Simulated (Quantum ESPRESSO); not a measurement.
**PbS (Galena): band structure with PBEint**

The system is PbS (Galena).

```
CELL_PARAMETERS angstrom
0.00000 2.96575 2.96575
2.96575 0.00000 2.96575
2.96575 2.96575 0.00000
ATOMIC_POSITIONS crystal
Pb 0.00000 0.00000 0.00000
S 0.50000 0.50000 0.50000
```

```yaml
Program: Quantum ESPRESSO 7.5
Task: band structure
Functional: PBEint
Potentials_or_basis: PseudoDojo 0.4.1 SR PBE standard
Cutoff: 762 eV
Density_cutoff: 3048 eV
k_mesh: 8 × 8 × 8
Occupations: fermi-dirac, width 0.05 eV
Spin: no spin polarisation
Mixing_beta: 0.5
Most_SCF_iterations: 120
SCF_threshold: 4e-10 Ry
```

```yaml
Pressure: 0.0 GPa
Band_gap_on_the_k_mesh: 0.28 eV, direct
Band_gap_along_the_path: 0.28 eV, direct
```

Levels at the corners of the path, in eV from the valence-band top:
| point | band 8 | band 9 | band 10 | band 11 | band 12 | band 13 |
| --- | --- | --- | --- | --- | --- | --- |
| Γ | -2.18 | -2.18 | -2.18 | 5.19 | 5.19 | 5.19 |
| X | -5.26 | -3.47 | -3.47 | 3.73 | 5.55 | 5.67 |
| W | -4.47 | -4.47 | -1.03 | 2.13 | 4.62 | 4.62 |
| K | -4.83 | -2.96 | -2.51 | 3.28 | 4.10 | 5.02 |
| Γ | -2.18 | -2.18 | -2.18 | 5.19 | 5.19 | 5.19 |
| L | -1.79 | -1.79 | 0.00 | 0.28 | 1.91 | 1.91 |
| U | -4.83 | -2.96 | -2.51 | 3.28 | 4.10 | 5.02 |
| W | -4.47 | -4.47 | -1.03 | 2.13 | 4.62 | 4.62 |
| L | -1.79 | -1.79 | 0.00 | 0.28 | 1.91 | 1.91 |
| K | -4.83 | -2.96 | -2.51 | 3.28 | 4.10 | 5.02 |
| U | -4.83 | -2.96 | -2.51 | 3.28 | 4.10 | 5.02 |
| X | -5.26 | -3.47 | -3.47 | 3.73 | 5.55 | 5.67 |

Wall time 80 s on 1 thread of Arm Neoverse N1, with other jobs on the host, peak memory 0.09 GiB.

Caveat: the potentials were made for another functional, which shifts forces and pressure; spin-orbit coupling is left out, which as a rule narrows the gap of such compounds by several tenths of an eV.
